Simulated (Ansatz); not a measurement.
## Effect of uniaxial strain ε_zz = +0.84 % on GeO2

Base system: GeO₂ (space group P3_121, No. 152; a = 5.0935 Å, c = 5.7677 Å). Axes: x lies along a and z along c of the hexagonal cell.

Now apply this change: uniaxial strain ε_zz = +0.84 %, all other strain components held at zero, atoms relaxed at fixed cell.

All numbers come from PBE (Ansatz, a first-principles code; PAW; 420 eV plane waves; scalar-relativistic without spin-orbit coupling). Γ-centred 8×8×6 mesh, Fermi–Dirac width 0.05 eV.

The volume per atom grows by 0.12 Å³ (14.40 Å³ → 14.52 Å³) and the space group stays P3_121 (No. 152). The shortest interatomic distance is nearly the same (1.767 Å against 1.768 Å) and the energy stays essentially unchanged. The pressure (mean of the normal stresses, compression positive) goes from zero to -0.39 GPa and the band gap falls by 0.01 eV to 3.21 eV. The gap character remains indirect, K → Γ and the smallest direct gap decreases by 0.015 eV, from 3.29 eV to 3.28 eV. The electron mass goes from 0.41 mₑ along c, 0.45 mₑ across (at Γ) to 0.39 mₑ along z, 0.44 mₑ across (at Γ) and the largest internal atomic displacement amounts to 0.012 Å. The stress (xx, yy, zz, yz, xz, xy; compression positive) amounts to (-0.20, -0.20, -0.78, 0.00, 0.00, 0.00) GPa.

Final structure:

```
CELL_PARAMETERS angstrom
      5.09349     0.00000     0.00000
     -2.54674     4.41109     0.00000
      0.00000     0.00000     5.81620
ATOMIC_POSITIONS crystal
  Ge 0.45692 0.00000 0.83333
  Ge 0.00000 0.45692 0.16667
  Ge 0.54308 0.54308 0.50000
  O  0.39801 0.29708 0.74028
  O  0.70292 0.10093 0.07361
  O  0.89907 0.60199 0.40694
  O  0.10093 0.70292 0.92639
  O  0.29708 0.39801 0.25972
  O  0.60199 0.89907 0.59306
```

Masses are band curvatures over ±0.01 Å⁻¹ around the edge. Semilocal Kohn–Sham gaps tend to fall short of experiment. Whether these cells are dynamically stable was not tested.
